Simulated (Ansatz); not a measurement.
## SiO2: largest V_zz and pressure against volume scale

Periodic Kohn-Sham DFT of a crystal at fixed atoms, scaled to volume_scale times the given cell; pressure positive in compression, energy less spherical unpolarised free atoms, largest_vzz the field gradient of largest size among the nuclei. The results are calculated, by Ansatz 0.2.0.

The cell before it is scaled or strained (space group I-42d, No. 122):
```
SiO2
1.0
     -2.3741     2.3741     3.7440
      2.3741    -2.3741     3.7440
      2.3741     2.3741    -3.7440
Si O
2 4
Direct
  0.00000 0.00000 0.00000
  0.75000 0.25000 0.50000
  0.99838 0.62500 0.87338
  0.37500 0.24838 0.37338
  0.75162 0.12500 0.12662
  0.87500 0.00162 0.62662
```

Settings of every row: method all-electron PAW; functional PBEsol; relativity scalar; k mesh 7x7x7; filling fermi-dirac; smearing width 0.03 eV; nucleus gaussian.

Atom start moment: 0 on all atoms.

| row | volume scale | V (Å³/atom) | largest V_zz (1e21 V/m^2) | pressure (GPa) |
| --- | --- | --- | --- | --- |
| 1 | 0.94 | 13.224 | 7.58 | 12.95 |
| 2 | 0.96 | 13.506 | 7.899 | 8.56 |
| 3 | 0.98 | 13.786 | 8.211 | 4.593 |
| 4 | 0.99 | 13.928 | 8.363 | 2.756 |
| 5 | 1 | 14.068 | ? | ? |
| 6 | 1.01 | 14.208 | 8.661 | -0.651 |
| 7 | 1.02 | 14.348 | 8.807 | -2.229 |
| 8 | 1.04 | 14.631 | 9.094 | -5.153 |
| 9 | 1.06 | 14.911 | 9.372 | -7.793 |

Question: what largest V_zz and pressure should row 5 give?

Worked fit of largest V_zz. Take t = volume scale − 1. The shown rows have t = -0.06, -0.04, -0.02, -0.01, 0.01, 0.02, 0.04, 0.06. Least squares give largest V_zz = 8.5131 + 14.932 × t − 10.3 × t² 1e21 V/m^2; a straight line predicts inner rows, each left out in turn, worse (root mean square 0.012 against 0.00057 1e21 V/m^2). The rows lie off it by 0.000, 0.000, 0.001, 0.000, 0.000, -0.001, 0.000, 0.000. The withheld row has t = 0, so the fit gives 8.5131 + 14.932 × (0) − 10.3 × (0)² = 8.513 1e21 V/m^2.

The calculation gave 8.513 1e21 V/m^2. The fit meets it to the printed digit.

Worked fit of pressure. Take u = (V_r/V)^(2/3) − 1 with V_r = 14.068 Å³ an atom, which is twice the finite (Eulerian) strain; such expansions in the strain, on which the Birch-Murnaghan equation of state is built, carry the rest volume and the bulk modulus. The shown rows have u = 0.04211, 0.02755, 0.01359, 0.00669, -0.00658, -0.01305, -0.02582, -0.03805. Least squares give pressure = 1.0058 + 256.006 × u + 655.82 × u² GPa; a straight line predicts inner rows, each left out in turn, worse (root mean square 0.34 against 0.012 GPa). The rows lie off it by 0.001, 0.003, -0.013, 0.008, -0.001, -0.006, 0.014, -0.007 (root mean square 0.0081 GPa). The pressure vanishes at u = -0.0040, or V = 14.15 Å³ an atom, and there the bulk modulus at fixed shape and fractions is B = −V dP/dV = (2/3)(1 + u) dP/du = 167 GPa. Letting shape and atoms relax would as a rule lower it, by much in layered, chain or molecular crystals. The withheld row has u = 0, so the fit gives 1.0058 + 256.006 × (0) + 655.82 × (0)² = 1.006 GPa.

The calculation gave 1.009 GPa. The fit lies 0.003 GPa (0.014 % of the column's range) below it; its largest miss of a shown row is 0.014 GPa.
